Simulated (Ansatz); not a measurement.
# Eu: how the settings move a single-point run

How sensitive is a single-point run of Eu to its settings? A reference run comes first, then one run with altered input.

Method: reference: DFT, PBE+U, PAW with Ansatz's default frozen-core files, scalar-relativistic, in Ansatz 0.2.0.

## (1) The structure to begin with

Symmetry: Fm-3m, No. 225, cubic system. Conventional cell: a = 5.579 Å, b = 5.579 Å, c = 5.579 Å, α = 90.00°, β = 90.00°, γ = 90.00°. Eu (site symmetry m-3m) is surrounded by 12 Eu at 3.94 Å.

As a file:

```
Eu
1.0
     0.00000    2.78930    2.78930
     2.78930    0.00000    2.78930
     2.78930    2.78930    0.00000
Eu
1
Cartesian
  0.0000 0.0000 0.0000
```

## (2) Reference

The input, input.yaml:

```yaml
crystal:
  lattice:
    - [0.0, 2.7893026914, 2.7893026914]
    - [2.7893026914, 0.0, 2.7893026914]
    - [2.7893026914, 2.7893026914, 0.0]
  atoms:
    - { symbol: Eu, position: [0.0, 0.0, 0.0], spin: 7.0 }
magnetization:
  spin_polarized: true
kpoints:
  mp_grid: { grid: [9, 9, 9] }
scf:
  occupations: { method: fermi_dirac, width: 0.08 }
hamiltonian:
  xc: pbe
  pseudopotentials: { kind: paw }
  hubbard: { sites: [{ species: Eu, l: f, u_eff: 6 }] }
output:
  forces: true
  stress: true
  eigenvalues: true
  hubbard: { sites: [{ species: Eu, l: f }] }
  populations: true
  dos: { projected: true, de: 0.1, e_range: [-10, 8] }
```

Launch:

```bash
ansatz run input.yaml --threads 1 --pin off --max-ram 3072MiB --backend cpu --events-out ev --progress --plain --runs-dir out
```

## (3) Changing settings: lower_state_search standard

input.yaml: that of step 2 with these lines changed.

```diff
@@ -13,2 +13,3 @@
   occupations: { method: fermi_dirac, width: 0.08 }
+  lower_state_search: standard
 hamiltonian:
@@ -23,2 +24,5 @@
   populations: true
-  dos: { projected: true, de: 0.1, e_range: [-10, 8] }
+  write_density: true
+  write_potential: true
+  elf: true
+  volumetric_format: npy
```

Q: Predict the outcome of this session. Wanted: for each run, ending; energy change; pressure; abs. moment; force.

**Answer**, as computed:

| run | ending | energy change | pressure (GPa) | abs. moment (μB) | force (eV/Å) | cycles | time |
| --- | --- | --- | --- | --- | --- | --- | --- |
| reference | converged | 0 | 1.3 | 7.51 | 0.00 | 13 | 9.8 s |
| 1: lower_state_search standard | converged | 0.0 meV/atom | 1.3 | 7.51 | 0.00 | 13 | 14 s |

Times don't compare one to one where runs were asked for different outputs or read a saved state (see the inputs); cycles may leave out searches for a lower state.

Residual by cycle in the longest SCF loop of each run; runs are numbered as in the table. The quantity is the density residual dr2, in eV.

| cycle | reference | run 1 |
| --- | --- | --- |
| 1 | 1.57 | 1.57 |
| 2 | 0.607 | 0.607 |
| 3 | 0.159 | 0.159 |
| 4 | 0.00971 | 0.00971 |
| 5 | 0.00227 | 0.00227 |
| 6 | 1.1e-4 | 1.1e-4 |
| 7 | 1.3e-5 | 1.3e-5 |

The changed input (search for lower states) leaves the energy the same to the digits printed.
